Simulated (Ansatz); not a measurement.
Sb: frozen-core PAW against all-electron methods

```xyz
2
Lattice="2.2254 1.3301 3.7949 -2.0758 1.2656 3.7304 0.0189 -2.4271 3.7068" Properties=species:S:1:pos:R:3 pbc="T T T"
Sb    0.0394    0.0394    2.6242
Sb    0.1291    0.1291    8.6078
```

Atom numbers follow the list: Sb1, Sb2.

The conventional cell has a = 4.246 Å, b = 4.302 Å, c = 4.431 Å, α = 89.51°, β = 61.71°, γ = 61.30°. Sb (atom 1) has 4 Sb at 2.88 to 3.30 Å as nearest neighbours.

Structure: COD 9009654, as refined from experiment and not relaxed. The listed cell was then made from it by scaling, straining or moving an atom.

No spin–orbit coupling, which matters for the heavy atoms here.

Levels of theory: DFT, PBE, PAW with Ansatz's default frozen-core files, scalar-relativistic (Ansatz 0.2.0); DFT, PBE, all-electron PAW with datasets made for the crystal, scalar-relativistic (Ansatz 0.2.0); DFT, PBE, all-electron LAPW, scalar-relativistic (Ansatz 0.2.0).

For PAW: a Γ-centred 9×9×9 k mesh, Fermi–Dirac smearing of 0.05 eV, cutoff 420 eV, no spin polarisation. The crystal-made all-electron datasets (AE datasets) take a cutoff of 140 eV at this cell. LAPW targets a basis error of 0.5 meV/atom. The Ansatz runs share mesh, smearing and spin set-up. Plane-wave (PAW) pressures include the program's estimate of the Pulay term.

Stress and pressure are positive in compression.

The change that made this cell: equal xy, yz and zx engineering shear strains of +3 %.

| quantity | PAW | AE datasets | LAPW |
| --- | --- | --- | --- |
| pressure (GPa) | 3.17 | 3.18 | 3.18 |
| stress xx (GPa) | 4.22 | 4.23 | 4.23 |
| stress yy (GPa) | 2.42 | 2.43 | 2.43 |
| stress zz (GPa) | 2.88 | 2.88 | 2.88 |
| stress yz (GPa) | -1.78 | -1.78 | -1.78 |
| stress xz (GPa) | -0.88 | -0.88 | -0.88 |
| stress xy (GPa) | -0.18 | -0.18 | -0.18 |
| force on Sb1, z (eV/Å) | 0.207 | 0.207 | 0.207 |

PAW's pressure differs from the LAPW value by about 0.01 GPa or less.
